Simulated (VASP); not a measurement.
# CoO (P3m1) in VASP: further runs, part 3 of 3

VASP 6.6.1. The steps go on from the part before.

### 6 Single point, PBE, collinear spin, ferromagnetic start

INCAR reads:

```
PREC = Accurate
ENCUT = 550
EDIFF = 1E-6
ISMEAR = 0
SIGMA = 0.05
LREAL = F
LASPH = T
NELM = 100
ALGO = Normal
ISIF = 2
LWAVE = F
LCHARG = F
ISPIN = 2
MAGMOM = 2 2 0 0
LORBIT = 11
LMAXMIX = 4
GGA = PE
NBANDS = 27
ADDGRID = F
```

KPOINTS reads:

```
Automatic mesh
0
Gamma
  4 4 2
```

POSCAR reads:

```
CoO
1.0
    3.1976457435      0.0000000000      0.0000000000
   -1.5988228718      2.7692424462      0.0000000000
    0.0000000000      0.0000000000      5.2287097100
Co O
2 2
Direct
    0.3333333333      0.6666666667      0.5033624100
    0.0000000000      0.0000000000      0.0034741400
    0.3333333333      0.6666666667      0.8715556000
    0.0000000000      0.0000000000      0.3716088500
```

Potentials or basis: VASP PAW PBE potentials, release 64 (Co, O).

Command:

```
cat potpaw_PBE.64/Co/POTCAR potpaw_PBE.64/O/POTCAR > POTCAR
mpirun -np 1 vasp_std > vasp.out
```

OUTCAR:

```text
PREC = Accurate
   ENCUT = 550
   EDIFF = 1E-6
   ISMEAR = 0
   LREAL = F
   LASPH = T
   NELM = 100
   ISIF = 2
   ISPIN = 2
   LORBIT = 11
   GGA = PE

 Found      8 irreducible k-points:

 Following reciprocal coordinates:
            Coordinates               Weight
  0.000000  0.000000  0.000000      1.000000
  0.250000  0.000000  0.000000      6.000000
  0.500000  0.000000  0.000000      3.000000
  0.250000  0.250000  0.000000      6.000000
  0.000000  0.000000  0.500000      1.000000
  0.250000  0.000000  0.500000      6.000000
   k-points           NKPTS =      8   k-points in BZ     NKDIM =      8   number of bands    NBANDS=     27
   number of dos      NEDOS =    301   number of ions     NIONS =      4
   total plane-waves  NPLWV =  23040
   dimension x,y,z NGX =    24 NGY =   24 NGZ =   40
   dimension x,y,z NGXF=    48 NGYF=   48 NGZF=   80
   ions per type =               2   2
   NGX,Y,Z   is equivalent  to a cutoff of  12.48, 12.48, 12.72 a.u.
   NGXF,Y,Z  is equivalent  to a cutoff of  24.96, 24.96, 25.44 a.u.
 SYSTEM =  unknown system
   PREC   = accura    normal or accurate (medium, high low for compatibility)
   ISTART =      0    job   : 0-new  1-cont  2-samecut
   ICHARG =      2    charge: 1-file 2-atom 10-const
   ISPIN  =      2    spin polarized calculation?
   LNONCOLLINEAR =      F non collinear calculations
   LSORBIT =      F    spin-orbit coupling
   LASPH  =      T    aspherical Exc in radial PAW
   ENCUT  =  550.0 eV  40.42 Ry    6.36 a.u.   6.11  6.11 10.00*2*pi/ulx,y,z
   NELM   =    100;   NELMIN=  2; NELMDL= -5     # of ELM steps
   EDIFF  = 0.1E-05   stopping-criterion for ELM
[... 8 lines left out ...]
   TEBEG  =    0.0;   TEEND  =   0.0 temperature during run
   PSTRESS=    0.0 pullay stress
   NELECT =      30.0000    total number of electrons
   NUPDOWN=      -1.0000    fix difference up-down
   EMIN   =  10.00;   EMAX   =-10.00  energy-range for DOS
   EFERMI =   0.00;   METHOD = LEGACY
   ISMEAR =     0;   SIGMA  =   0.05  broadening in eV -4-tet -1-fermi 0-gaus
   EFERMI_NEDOS =   21; number of points for ismear=-14 and -15
   IALGO  =     38    algorithm
   IMIX   =      4    mixing-type and parameters
     AMIX     =   0.40;   BMIX     =  1.00
     AMIX_MAG =   1.60;   BMIX_MAG =  1.00
  volume/ion in A,a.u.               =      11.58        78.11
  Fermi-wavevector in a.u.,A,eV,Ry     =   1.416620  2.677023 27.304329  2.006812
[... 30 lines left out ...]
 fundamental gap:      0.1601519639
 Fermi energy:         6.0826426875

 spin component 1

 k-point     1 :       0.0000    0.0000    0.0000
  band No.  band energies     occupation
      1     -13.9608      1.00000
      2     -13.3302      1.00000
      3      -0.9985      1.00000
      4      -0.2167      1.00000
      5      -0.0558      1.00000
      6      -0.0558      1.00000
[... 169 lines left out ...]
     26      19.6958      0.00000
     27      22.6337      0.00000

 [... further k-points ...]

 spin component 2

 k-point     1 :       0.0000    0.0000    0.0000
  band No.  band energies     occupation
      1     -13.4051      1.00000
      2     -12.7430      1.00000
      3      -0.4517      1.00000
      4       1.0845      1.00000
      5       1.2516      1.00000
      6       1.2516      1.00000
[... 169 lines left out ...]
     26      20.3660      0.00000
     27      23.2807      0.00000

 [... further k-points ...]

------------------------ aborting loop because EDIFF is reached ----------------------------------------

  FORCE on cell =-STRESS in cart. coord.  units (eV):
  Direction    XX          YY          ZZ          XY          YZ          ZX
  --------------------------------------------------------------------------------------
  -------------------------------------------------------------------------------------
  Total        0.3664549      0.3664549      0.7894947     -0.0000000      0.0000000      0.0000000
  in kB       12.6807583     12.6807583     27.3195758     -0.0000000      0.0000000      0.0000000
  external PRESSURE =      17.5603641 kB  Pullay stress =       0.0000000 kB

 VOLUME and BASIS-vectors are now :
 -----------------------------------------------------------------------------
  energy-cutoff  :      550.00
  volume of cell :       46.30
      direct lattice vectors                 reciprocal lattice vectors
     3.197645743  0.000000000  0.000000000     0.312730077  0.180554794  0.000000000
    -1.598822872  2.769242446  0.000000000     0.000000000  0.361109588  0.000000000
     0.000000000  0.000000000  5.228709710     0.000000000  0.000000000  0.191251773

 POSITION                                       TOTAL-FORCE (eV/Angst)
 -----------------------------------------------------------------------------------
     -0.00000      1.84616      2.63194         0.000000     -0.000000     -0.247719
      0.00000      0.00000      0.01817         0.000000     -0.000000     -0.254319
     -0.00000      1.84616      4.55711        -0.000000      0.000000      0.251319
      0.00000      0.00000      1.94303        -0.000000     -0.000000      0.250719
 -----------------------------------------------------------------------------------
    total drift:                               -0.000000     -0.000001     -0.001095

  FREE ENERGIE OF THE ION-ELECTRON SYSTEM (eV)
  ---------------------------------------------------
  free  energy   TOTEN  =       -26.5957484625 eV

  energy  without entropy=      -26.5924045881  energy(sigma->0) =      -26.59407653

 total charge

# of ion       s       p       d       tot
------------------------------------------
    1        0.348   0.436   7.189   7.973
    2        0.348   0.436   7.189   7.972
    3        1.549   3.449   0.000   4.998
    4        1.549   3.449   0.000   4.998
--------------------------------------------------
tot          3.793   7.770  14.378  25.941

 magnetization (x)

# of ion       s       p       d       tot
------------------------------------------
    1        0.017   0.059   2.425   2.502
    2        0.017   0.059   2.425   2.502
    3        0.022   0.290   0.000   0.312
    4        0.022   0.290   0.000   0.312
--------------------------------------------------
tot          0.078   0.699   4.850   5.627
```

OSZICAR:

```text
N       E                     dE             d eps       ncg     rms          rms(c)
DAV:   1     0.261682508073E+03    0.26168E+03   -0.14114E+04   864   0.137E+03
DAV:   2    -0.314913416547E+01   -0.26483E+03   -0.23751E+03   879   0.320E+02
DAV:   3    -0.313593886467E+02   -0.28210E+02   -0.26764E+02  1000   0.118E+02
DAV:   4    -0.319971556256E+02   -0.63777E+00   -0.63534E+00   986   0.181E+01
DAV:   5    -0.320169276775E+02   -0.19772E-01   -0.19770E-01  1093   0.299E+00    0.247E+01
DAV:   6    -0.304932860122E+02    0.15236E+01   -0.40385E+01  1152   0.919E+01    0.316E+01
DAV:   7    -0.264714787998E+02    0.40218E+01   -0.11859E+01  1024   0.754E+01    0.110E+01
DAV:   8    -0.266237410758E+02   -0.15226E+00   -0.18166E+00  1070   0.102E+01    0.676E+00
DAV:   9    -0.265524085178E+02    0.71333E-01   -0.87735E-01  1329   0.119E+01    0.341E+00
DAV:  10    -0.266099360803E+02   -0.57528E-01   -0.55977E-01  1267   0.109E+01    0.286E+00
DAV:  11    -0.266042091021E+02    0.57270E-02   -0.20875E-01  1224   0.667E+00    0.130E+00
DAV:  12    -0.265952453406E+02    0.89638E-02   -0.53376E-02  1293   0.327E+00    0.373E-01
DAV:  13    -0.265957031587E+02   -0.45782E-03   -0.98067E-03  1189   0.101E+00    0.148E-01
DAV:  14    -0.265957004436E+02    0.27151E-05   -0.61183E-04   984   0.288E-01    0.117E-01
DAV:  15    -0.265956956329E+02    0.48107E-05   -0.47477E-04  1017   0.238E-01    0.877E-02
DAV:  16    -0.265957396354E+02   -0.44003E-04   -0.74648E-05  1072   0.105E-01    0.333E-02
DAV:  17    -0.265957477332E+02   -0.80978E-05   -0.23663E-05  1146   0.487E-02    0.146E-02
DAV:  18    -0.265957484625E+02   -0.72930E-06   -0.36035E-06   784   0.192E-02
   1 F= -.26595748E+02 E0= -.26594077E+02  d E =-.334387E-02  mag=     5.8757
```

stdout:

```text
POSCAR found type information on POSCAR CoO
 POSCAR found :  2 types and       4 ions
 scaLAPACK will be used
 LDA part: xc-table for (Slater+PW92), standard interpolation
 POSCAR, INCAR and KPOINTS ok, starting setup
 FFT: planning ... GRIDC
 FFT: planning ... GRID_SOFT
 FFT: planning ... GRID
 WAVECAR not read
 entering main loop
```

Wall time 14 s (1 thread of Intel Xeon 6975P-C (Granite Rapids), shared host); peak memory 0.17 GiB.

These settings aren't checked as converged: the numbers below hold their error.

Results:

| Item | Value |
| --- | --- |
| Free energy | -26.5957 eV |
| Pressure | 1.8 GPa |
| Largest force | 0.254 eV/Å |
| Band gap on the k mesh | none (metal or under the smearing width) |
| Net moment | 5.87 μB per cell |
| Site moments | Co +2.50; O +0.31 μB |
| Valence electrons inside the program's atomic spheres | Co 7.97; O 5.00 |

Caveat: the k mesh is coarse (spacing up to 0.60 Å⁻¹), so the values aren't converged; semilocal functionals often make such compounds metallic where correlation or magnetic order opens a gap, which also shifts bond lengths.
